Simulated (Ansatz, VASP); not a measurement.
**One calculation of MgO, two programs**

INCAR

```
PREC     = Accurate       # precision mode
ENCUT    = 520            # plane-wave cutoff, eV
EDIFF    = 1E-6           # SCF threshold, eV
ISMEAR   = -1             # smearing method
SIGMA    = 0.02           # smearing width, eV
LREAL    = F              # projectors in reciprocal space
LASPH    = T              # aspherical terms in the spheres
NELM     = 60             # most SCF steps
ALGO     = Normal         # electronic algorithm
ISIF     = 2              # what is computed and relaxed
LWAVE    = F              # write WAVECAR
LCHARG   = F              # write CHGCAR
GGA      = PS             # functional
NBANDS   = 11             # bands
```

Contents of KPOINTS:

```
Automatic mesh
0
Gamma
  8 8 8
```

Contents of POSCAR:

```
MgO
1.0
    0.0000000000      2.1485000000      2.1485000000
    2.1485000000      0.0000000000      2.1485000000
    2.1485000000      2.1485000000      0.0000000000
Mg O
1 1
Direct
    0.0000000000      0.0000000000      0.0000000000
    0.5000000000      0.5000000000      0.5000000000
```

Input for Ansatz:

```yaml
crystal:
  lattice:
    - [0.0, 2.1485, 2.1485]
    - [2.1485, 0.0, 2.1485]
    - [2.1485, 2.1485, 0.0]
  atoms:
    - { symbol: Mg, position: [0.0, 0.0, 0.0] }
    - { symbol: O, position: [0.5, 0.5, 0.5] }
hamiltonian:
  xc: pbesol
  pseudopotentials: { kind: paw }
basis:
  ecutwfc: 420
kpoints:
  mp_grid: { grid: [8, 8, 8] }
scf:
  occupations: { method: fermi_dirac, width: 0.02 }
  lower_state_search: "off"
output:
  forces: true
  stress: true
```

Alike in both runs: task single point; functional PBEsol; k mesh 8 × 8 × 8; occupations fermi-dirac, width 0.02 eV; no spin polarisation.

|  | VASP | Ansatz |
| --- | --- | --- |
| version | VASP 6.6.1 | Ansatz 0.2.0 |
| potentials or method | VASP PAW PBE potentials, release 64 (Mg, O) | PAW, plane waves, scalar-relativistic |
| plane-wave cutoff (eV) | 520 | 420 |
| valence electrons in the cell | 8 | 16 |

VASP gave:

```
pressure (GPa) : -8.7
```

Question: What did Ansatz give for the same quantities?

Answer: Pressure (GPa): -8.2.

With one functional, cell and mesh, what is left measures potentials, basis and numerics. The two sets of potentials don't hold the same shells in valence.

Caveats: the PAW data sets were made with another functional, which shifts forces and pressure a little (VASP). Expect the measured gap to be larger: semilocal functionals such as PBEsol lack the derivative discontinuity.
